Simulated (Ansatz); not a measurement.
Crystal: CdF2.

```
CELL_PARAMETERS angstrom
0.00000 2.69400 2.69400
2.69400 0.00000 2.69400
2.69400 2.69400 0.00000
ATOMIC_POSITIONS crystal
Cd 0.00000 0.00000 0.00000
F 0.75000 0.75000 0.75000
F 0.25000 0.25000 0.25000
```

Base run:

| Item | Value |
| --- | --- |
| Program | Ansatz 0.2.0 |
| Functional | PBEsol |
| Potentials or basis | Ansatz PAW |
| Cutoff | 420 eV (not typed: the program's choice for these potentials) |
| k mesh | 9 × 9 × 9 |
| Occupations | fermi-dirac, width 0.05 eV |
| Spin | no spin polarisation |

Its results: band gap on the k mesh 2.96 eV, indirect (least direct gap 3.42 eV); pressure -0.2 GPa.

Problem. After a change of settings the same cell gave: band gap on the k mesh 3.33 eV, indirect (least direct gap 3.81 eV); pressure 10.3 GPa. Which change was it?
A. k mesh from 9 × 9 × 9 to 7 × 7 × 7; spin from no spin polarisation to spin-orbit coupling, no magnetisation; potential files from those of the base run to others of the same set
B. functional from PBEsol to RPBE
C. functional from PBEsol to LDA

Solution. B.

RPBE binds less tightly than PBEsol, so the same cell stands under more pressure.

Caveats: the PAW data sets come from PBE, with cores solved anew for the run's functional, which leaves a small shift of forces and pressure.

Runs at the PBE level aren't shown here.
